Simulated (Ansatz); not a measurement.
**Na in Ansatz: the effect of functional**

The system is Na.

```
CELL_PARAMETERS angstrom
-2.18299 2.18299 2.18299
2.18299 -2.18299 2.18299
2.18299 2.18299 -2.18299
ATOMIC_POSITIONS crystal
Na 0.00000 0.00000 0.00000
```

The cell isn't the ideal one: volume scaled by 1.06.

Alike in all runs:

```yaml
Program: Ansatz 0.2.0
Task: single point
Potentials_or_basis: Ansatz PAW
k_mesh: 9 × 9 × 9
Occupations: fermi-dirac, width 0.05 eV
Spin: no spin polarisation
```

**Question.** One run gave: pressure -1.4 GPa. Which functional did it use?
A. LDA
B. r2SCAN
C. PBE

**Answer.** A.

```csv
functional,cutoff,pressure (GPa)
LDA,420 eV (not typed: the program's choice for these potentials),-1.4
r2SCAN,500 eV (not typed: the program's choice for these potentials),-0.6
PBE,420 eV (not typed: the program's choice for these potentials),-0.8
```

Caveats: the PAW data sets come from PBE, with cores solved anew for the run's functional, which leaves a small shift of forces and pressure (some runs).
